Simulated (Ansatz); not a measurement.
## Sr in Ansatz: the effect of functional

Crystal: Sr.

```
CELL_PARAMETERS angstrom
0.00000 3.06250 3.06250
3.06250 0.00000 3.06250
3.06250 3.06250 0.00000
ATOMIC_POSITIONS crystal
Sr 0.00000 0.00000 0.00000
```

The cell isn't the ideal one: volume scaled by 1.02.

Alike in all runs:

| Item | Value |
| --- | --- |
| Program | Ansatz 0.2.0 |
| Task | single point |
| Potentials or basis | Ansatz PAW |
| k mesh | 8 × 8 × 8 |
| Occupations | fermi-dirac, width 0.05 eV |
| Spin | no spin polarisation |

**Question.** One run gave: pressure -1.8 GPa. Which functional did it use?
A. PBEsol
B. LDA
C. r2SCAN

**Answer.** B.

```tsv
functional	cutoff	pressure (GPa)
LDA	420 eV (not typed: the program's choice for these potentials)	-1.8
PBEsol	420 eV (not typed: the program's choice for these potentials)	-1.1
r2SCAN	500 eV (not typed: the program's choice for these potentials)	-0.2
```

Caveats: the PAW data sets come from PBE, with cores solved anew for the run's functional, which leaves a small shift of forces and pressure.
